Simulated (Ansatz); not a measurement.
# MgB2 (P6/mmm) in Ansatz: equation of state

Aim: energy against volume of MgB2 in PBE, for its equilibrium volume and stiffness.

Program: Ansatz 0.2.0. These are calculated values, not measurements. Logs are shortened: lines on timing, memory, paths and dates and some standing lists are left out, and cuts for length are marked.

### Step 1. The structure

Symmetry: P6/mmm, No. 191, hexagonal system. Conventional cell: a = 3.085 Å, b = 3.085 Å, c = 3.523 Å, α = 90.00°, β = 90.00°, γ = 120.00°. Around Mg (site symmetry 6/mmm) lie 12 B at 2.51 Å. B (site symmetry -6m2) has 3 B at 1.78 Å as nearest neighbours.

### Step 2. Single point, PBE, 9.10 Å³/atom (volume scaled by 0.94)

Input file input.yaml:

```yaml
crystal:
  lattice:
    - [3.0220231454, 0.0, 0.0]
    - [-1.5110115727, 2.6171488148, 0.0]
    - [0.0, 0.0, 3.451081861]
  atoms:
    - { symbol: Mg, position: [0.0, 0.0, 0.0] }
    - { symbol: B, position: [0.6666666667, 0.3333333333, 0.5] }
    - { symbol: B, position: [0.3333333333, 0.6666666667, 0.5] }
hamiltonian:
  xc: pbe
  pseudopotentials: { kind: paw }
kpoints:
  mp_grid: { grid: [10, 10, 8] }
scf:
  occupations: { method: fermi_dirac, width: 0.05 }
output:
  forces: true
  stress: true
  eigenvalues: true
  write_density: true
  write_potential: true
  elf: true
  volumetric_format: npy
```

Potentials or basis: Ansatz PAW.

Started as:

```
$ ansatz run input.yaml --threads 2 --pin off --max-ram 5120MiB --backend cpu --events-out ev --progress --plain --runs-dir out
```

Standard output:

```text
Warning: RAYON_NUM_THREADS=2 ignored (pool sized by the plan → 2); use --threads N
Engine: ansatz 0.2.0, aarch64-unknown-linux-gnu
Pseudopotentials: kind: paw
Pseudopotential: Mg, paw, valence charge 10, recommended cutoff 420 eV (normal), Mg.paw.azcp
Pseudopotential: B, paw, valence charge 3, recommended cutoff 420 eV (normal), B.paw.azcp
Functional definition: PBE
  parameter kappa = 0.804
  parameter beta = 0.06672455060314922
  exchange = pbe_x(kappa = kappa, mu = beta*pi^2/3)
  correlation = pbe_c(beta = beta)
Crystal: 3 atoms, lattice volume = 27.295 Å³
Basis set: ecut = 420 eV, 539 PW (Γ), exchange–correlation on 48×48×48 points (8 copies of the dense FFT grid, shifted against one another)
Bands: 12, of which v1, the nominal top of the filled ones, is band 8 counted from 1 (7 counted from 0)
Symmetry: 24 space group operations
Space group: P6/mmm (ITA 191), of the structure as read, at distance tolerance 3.0e-5 Å
k-points: 70 of 800
Non-local potential: Mg, projectors of the file, l = 0: 3, l = 1: 2, l = 2: 1
Non-local potential: B, projectors of the file, l = 0: 2, l = 1: 2, l = 2: 1
PAW form: soft (Blöchl's): semilocal exchange-correlation on the pseudo side does not see the compensation charge
PAW one-centre angular grid: Mg, 110 points (default); XC on 64 Gauss nodes
PAW one-centre angular grid: B, 110 points (default); XC on 64 Gauss nodes
Initial density: superposition of atomic densities (neutral atoms: chi_scale 0, normalization atom), corrected by the library's trained network
Initial wavefunctions: pseudopotential atomic-orbital guess
Functional: x = pbe(κ = 0.804, μ = 0.2195149727645171), c = pbe(β = 0.06672455060314922)
SCF iter   1: F=—  HF=-2235.978975 eV  |F-HF|=—  |Δ(HF+E_count)|=         —  Δρ=1.33e-3  dr2=2.58e-4  ethr=1.77e-3  ⟨swp⟩=5.3  Hψ=4572  notcnv=0
preconditioner: auto → none  [metal: Δε(μ)=0.083 eV  Ē_g=11.632 eV  σ=0.050 eV  W_gap=0.34  n_scr=8 (ndim 8)  ℏωp=20.1 eV  f_vac=0.000  D(μ)=0.79/eV (n_scr^D=2)  sad-step TF]
SCF iter   2: F=—  HF=-2235.979658 eV  |F-HF|=—  |Δ(HF+E_count)|=   6.83e-4  Δρ=8.09e-4  dr2=1.05e-4  ethr=1.61e-6  ⟨swp⟩=2.4  Hψ=1849  notcnv=0
SCF iter   3: F=—  HF=-2235.979695 eV  |F-HF|=—  |Δ(HF+E_count)|=   3.71e-5  Δρ=3.03e-4  dr2=7.63e-6  ethr=6.58e-7  ⟨swp⟩=2.5  Hψ=1424  notcnv=0
SCF iter   4: F=—  HF=-2235.979692 eV  |F-HF|=—  |Δ(HF+E_count)|=   2.37e-6  Δρ=1.15e-4  dr2=1.46e-6  ethr=4.77e-8  ⟨swp⟩=2.0  Hψ=1120  notcnv=0
SCF iter   5: F=—  HF=-2235.979691 eV  |F-HF|=—  |Δ(HF+E_count)|=   1.07e-6  Δρ=3.93e-5  dr2=1.34e-7  ethr=9.14e-9  ⟨swp⟩=2.0  Hψ=1343  notcnv=0
SCF iter   6: F=-2235.979691 eV  HF=-2235.979691 eV  |F-HF|=5.75e-8  |Δ(HF+E_count)|=   7.97e-8  Δρ=1.76e-5  dr2=3.07e-8  ethr=6.25e-10  ⟨swp⟩=8.0  Hψ=5457  notcnv=0
SCF 1 converged in 6 iterations: F = -2235.979691 eV  dr2 = 3.07e-8
SCF converged after 6 iterations
Free energy (F): -2235.979691 eV
Harris-Foulkes:  -2235.979691 eV  (|F-HF|=5.75e-8)
Internal energy: -2235.973199 eV  (E = F + TS)
E sigma→0 (E₀):  -2235.976445 eV
Entropy (-TS):   -0.006492 eV (-2.164 meV/atom)
Fermi energy:    9.976998 eV
--- Per-component energies (eV) ---
  E_band       = -282.318562
  E_kinetic    = 177.125252
  E_local      = -1493.276195  (includes V_loc(G=0)·N_el)
  E_nonlocal   = 118.363042
  E_hartree    = 531.779711
  E_xc         = -95.319963
  E_vxc        = -116.448217  (∫ρ·V_xc dr)
  E_paw        = -448.843401  (= ΣΔE_a)
  E_vpaw       = -31.646697  (= ΣTr[D̂ρ^β])
  E_aug_tail   = -0.000004  (compensation charges beyond the density's cutoff)
  E_ewald      = -1025.801641
  E_smearing   = -0.006492  (= −TS)
  E_closure    = 0.000000  (closes the sum)
  Σ components = -2235.979691   (vs F -2235.979691, Δ=0.00e0)
--- Forces (eV/Å), atoms counted from 1 ---
  atom   1  Mg    -0.00000000     0.00000000     0.00000000
  atom   2  B      0.00000000    -0.00000000     0.00000000
  atom   3  B      0.00000000     0.00000000     0.00000000
  max |Σ_I F_I| component: 9.25e-18 eV/Å
--- Stress (GPa, compression-positive) ---
       10.651437       0.000000       0.000000
        0.000000      10.651437       0.000000
        0.000000       0.000000       6.825251
  P = ⅓ Tr σ = 9.3760 GPa (93.760 kbar)
--- Band table (eV; the first three rows and the last of 70) ---
  k-point 0: bands = ["-65.1049", "-31.8492", "-31.8492", "-31.8388", "-2.8551", "6.8770", "10.3394", "10.3394", "11.7366", "16.5074", "16.5074", "18.6696"]
  k-point 1: bands = ["-65.1049", "-31.8491", "-31.8491", "-31.8402", "-2.7125", "5.8867", "10.3944", "10.3944", "13.0544", "16.5482", "16.5482", "18.5966"]
  k-point 2: bands = ["-65.1048", "-31.8488", "-31.8488", "-31.8437", "-2.3117", "4.2141", "10.5329", "10.5329", "15.7000", "16.6513", "16.6513", "18.4377"]
  k-point 69: bands = ["-65.0996", "-31.8872", "-31.8778", "-31.8392", "2.7357", "4.0001", "4.8607", "7.0858", "8.5278", "14.0371", "21.2109", "21.8543"]
```

It took 1.1 s on 2 threads of Arm Neoverse V1, shared host; peak memory 0.29 GiB.

What came out:

| Quantity | Value |
| --- | --- |
| Free energy | -2235.9797 eV |
| Pressure | 9.4 GPa |
| Band gap on the k mesh | none (metal or under the smearing width) |

### Step 3. Single point, PBE, 9.29 Å³/atom (volume scaled by 0.96)

input.yaml: that of step 2 with these lines changed.

```diff
@@ -2,5 +2,5 @@
   lattice:
-    - [3.0220231454, 0.0, 0.0]
-    - [-1.5110115727, 2.6171488148, 0.0]
-    - [0.0, 0.0, 3.451081861]
+    - [3.0433056997, 0.0, 0.0]
+    - [-1.5216528499, 2.6355800475, 0.0]
+    - [0.0, 0.0, 3.4753860551]
   atoms:
@@ -20,5 +20 @@
   eigenvalues: true
-  write_density: true
-  write_potential: true
-  elf: true
-  volumetric_format: npy
```

Potentials or basis: Ansatz PAW.

Started as:

```
$ ansatz run input.yaml --threads 2 --pin off --max-ram 5120MiB --backend cpu --events-out ev --progress --plain --runs-dir out
```

It took 0.89 s on 2 threads of Arm Neoverse V1, shared host; peak memory 0.28 GiB.

Results (log left out):

```yaml
Free_energy: -2236.0067 eV
Pressure: 5.6 GPa
Band_gap_on_the_k_mesh: none (metal or under the smearing width)
```

### Step 4. Single point, PBE, 9.49 Å³/atom (volume scaled by 0.98)

input.yaml: that of step 3 with these lines changed.

```diff
@@ -2,5 +2,5 @@
   lattice:
-    - [3.0433056997, 0.0, 0.0]
-    - [-1.5216528499, 2.6355800475, 0.0]
-    - [0.0, 0.0, 3.4753860551]
+    - [3.0642946782, 0.0, 0.0]
+    - [-1.5321473391, 2.653757036, 0.0]
+    - [0.0, 0.0, 3.4993549923]
   atoms:
```

Started as:

```
$ ansatz run input.yaml --threads 2 --pin off --max-ram 5120MiB --backend cpu --events-out ev --progress --plain --runs-dir out
```

It took 0.89 s on 2 threads of Arm Neoverse V1, shared host; peak memory 0.28 GiB.

The run converged. Its results:

| Quantity | Value |
| --- | --- |
| Free energy | -2236.0208 eV |
| Pressure | 2.2 GPa |
| Band gap on the k mesh | none (metal or under the smearing width) |

### Step 5. Single point, PBE, 9.68 Å³/atom

input.yaml: that of step 4 with these lines changed.

```diff
@@ -2,5 +2,5 @@
   lattice:
-    - [3.0642946782, 0.0, 0.0]
-    - [-1.5321473391, 2.653757036, 0.0]
-    - [0.0, 0.0, 3.4993549923]
+    - [3.085, 0.0, 0.0]
+    - [-1.5425, 2.6716883707, 0.0]
+    - [0.0, 0.0, 3.523]
   atoms:
@@ -20 +20,5 @@
   eigenvalues: true
+  write_density: true
+  write_potential: true
+  elf: true
+  volumetric_format: npy
```

Started as:

```
$ ansatz run input.yaml --threads 2 --pin off --max-ram 5120MiB --backend cpu --events-out ev --progress --plain --runs-dir out
```

Wall time 1.2 s (2 threads of Arm Neoverse V1, shared host); peak memory 0.29 GiB.

Results (log left out):

| Item | Value |
| --- | --- |
| Free energy | -2236.0231 eV |
| Pressure | -0.9 GPa |
| Band gap on the k mesh | none (metal or under the smearing width) |

### Step 6. Single point, PBE, 9.87 Å³/atom (volume scaled by 1.02)

input.yaml: that of step 5 with these lines changed.

```diff
@@ -2,5 +2,5 @@
   lattice:
-    - [3.085, 0.0, 0.0]
-    - [-1.5425, 2.6716883707, 0.0]
-    - [0.0, 0.0, 3.523]
+    - [3.105431059, 0.0, 0.0]
+    - [-1.5527155295, 2.6893821868, 0.0]
+    - [0.0, 0.0, 3.5463318058]
   atoms:
```

Potentials or basis: Ansatz PAW.

Started as:

```
$ ansatz run input.yaml --threads 2 --pin off --max-ram 5120MiB --backend cpu --events-out ev --progress --plain --runs-dir out
```

It took 1.1 s on 2 threads of Arm Neoverse V1, shared host; peak memory 0.29 GiB.

The run converged. Its results:

```
Free energy            : -2236.0146 eV
Pressure               : -3.7 GPa
Band gap on the k mesh : none (metal or under the smearing width)
```

### Step 7. Single point, PBE, 10.07 Å³/atom (volume scaled by 1.04)

input.yaml: that of step 6 with these lines changed.

```diff
@@ -2,5 +2,5 @@
   lattice:
-    - [3.105431059, 0.0, 0.0]
-    - [-1.5527155295, 2.6893821868, 0.0]
-    - [0.0, 0.0, 3.5463318058]
+    - [3.1255967608, 0.0, 0.0]
+    - [-1.5627983804, 2.7068461969, 0.0]
+    - [0.0, 0.0, 3.5693605797]
   atoms:
```

Started as:

```
$ ansatz run input.yaml --threads 2 --pin off --max-ram 5120MiB --backend cpu --events-out ev --progress --plain --runs-dir out
```

It took 1.1 s on 2 threads of Arm Neoverse V1, shared host; peak memory 0.29 GiB.

The run converged. Its results:

| Property | Result |
| --- | --- |
| Free energy | -2235.9962 eV |
| Pressure | -6.3 GPa |
| Band gap on the k mesh | none (metal or under the smearing width) |

### Step 8. Single point, PBE, 10.26 Å³/atom (volume scaled by 1.06)

input.yaml: that of step 7 with these lines changed.

```diff
@@ -2,5 +2,5 @@
   lattice:
-    - [3.1255967608, 0.0, 0.0]
-    - [-1.5627983804, 2.7068461969, 0.0]
-    - [0.0, 0.0, 3.5693605797]
+    - [3.1455055572, 0.0, 0.0]
+    - [-1.5727527786, 2.7240877203, 0.0]
+    - [0.0, 0.0, 3.5920959734]
   atoms:
@@ -20,5 +20 @@
   eigenvalues: true
-  write_density: true
-  write_potential: true
-  elf: true
-  volumetric_format: npy
```

Started as:

```
$ ansatz run input.yaml --threads 2 --pin off --max-ram 5120MiB --backend cpu --events-out ev --progress --plain --runs-dir out
```

Wall time 0.89 s (2 threads of Arm Neoverse V1, shared host); peak memory 0.29 GiB.

It converged, with:

```
Free energy            : -2235.9689 eV
Pressure               : -8.7 GPa
Band gap on the k mesh : none (metal or under the smearing width)
```

### Step 9. Equation of state, PBE

Potentials or basis: Ansatz PAW.

No new run: the results of the series are fitted here.

Results:

* Equilibrium volume: 9.62 Å³/atom
* Bulk modulus at fixed shape and positions: 152 GPa
* Pressure derivative of the bulk modulus: 3.6

Energy against volume, from the lowest point:
| volume (Å³/atom) | energy (meV/atom) |
| --- | --- |
| 9.098 | 14.47 |
| 9.292 | 5.46 |
| 9.485 | 0.76 |
| 9.679 | 0.00 |
| 9.873 | 2.84 |
| 10.066 | 8.96 |
| 10.260 | 18.07 |

Caveat: the cell was scaled at fixed shape and fractional positions, which overstates the stiffness of a crystal with free parameters, most of all of layers and chains.
